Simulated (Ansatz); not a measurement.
# Au: strong compression

An exercise on one series of results from a longer session: the logs are not shown, and one member is left open.

Program: Ansatz 0.2.0. Level of theory: DFT, PBE, PAW with Ansatz's default frozen-core files, scalar-relativistic. These are calculated values, not measurements.

1 further run of the same task is left out (it didn't finish).

## The structure to begin with

It takes space group P6_3/mmc (No. 194, hexagonal). The conventional cell has a = 2.947 Å, b = 2.947 Å, c = 4.774 Å, α = 90.00°, β = 90.00°, γ = 120.00°. Au (site symmetry -6m2) is surrounded by 12 Au at 2.93 to 2.95 Å.

Structure file:

```xyz
2
Lattice="2.9470 0.0000 0.0000 -1.4735 2.5521 0.0000 0.0000 0.0000 4.7741" Properties=species:S:1:pos:R:3 pbc="T T T"
Au    0.0000    1.7014    1.1935
Au    1.4735    0.8507    3.5806
```

Whether this phase is the stable one at these pressures isn't tested.

Atoms are numbered in the order of the input: Au1, Au2.

Set-up of the first run:

The input, input.yaml:

```yaml
crystal:
  lattice:
    - [2.9469569625, 0.0, 0.0]
    - [-1.4734784812, 2.5521395934, 0.0]
    - [0.0, 0.0, 4.7740702792]
  atoms:
    - { symbol: Au, position: [0.3333333333, 0.6666666667, 0.25] }
    - { symbol: Au, position: [0.6666666667, 0.3333333333, 0.75] }
kpoints:
  mp_grid: { grid: [15, 15, 8] }
scf:
  occupations: { method: fermi_dirac, width: 0.08 }
hamiltonian:
  xc: pbe
  pseudopotentials: { kind: paw }
output:
  forces: true
  stress: true
relax:
  f_tol: 0.005
  max_steps: 40
  cell: {}
```

The run is started by

```bash
> ansatz run input.yaml --threads 1 --pin off --max-ram 2048MiB --backend cpu --events-out ev --progress --plain --runs-dir out
```

Among the steps run: Cell relaxed at zero pressure, PAW; Volume scaled by 1, PAW; Shape and atoms relaxed at 0.95 of the volume, PAW; Volume scaled by 0.95, PAW; Shape and atoms relaxed at 0.85 of the volume, PAW; Volume scaled by 0.85, PAW; Shape and atoms relaxed at 0.75 of the volume, PAW; Volume scaled by 0.75, PAW; Shape and atoms relaxed at 0.65 of the volume, PAW; Volume scaled by 0.65, PAW; Shape and atoms relaxed at 0.55 of the volume, PAW; Volume scaled by 0.55, PAW; Shape and atoms relaxed at 0.45 of the volume, PAW; Volume scaled by 0.45, PAW; Shape and atoms relaxed at 0.4 of the volume, PAW; Volume scaled by 0.4, PAW; Volume scaled by 0.4, PAW (cutoff 1000 eV).

One of the session's tables, all rows but one given; the rest of the session is left out.

| method | volume over the first | volume (Å³/atom) | pressure (GPa) |
| --- | --- | --- | --- |
| PAW | 1 | 17.995 | -0.02 |
| PAW | 0.95 | ? | ? |
| PAW | 0.85 | 15.296 | 36.17 |
| PAW | 0.75 | 13.496 | 91.33 |
| PAW | 0.65 | 11.697 | 203.13 |
| PAW | 0.55 | 9.897 | 439.92 |
| PAW | 0.45 | 8.098 | 981.88 |
| PAW | 0.4 | 7.198 | 1507.79 |
| PAW (cutoff 1000 eV) | 0.4 | 7.198 | 1507.34 |

Estimate the missing values for PAW, 0.95.

The run gave: volume (Å³/atom): 17.095; pressure (GPa): 8.26. In the column «volume (Å³/atom)» it lies between PAW, 0.85 (15.296) and PAW, 1 (17.995).
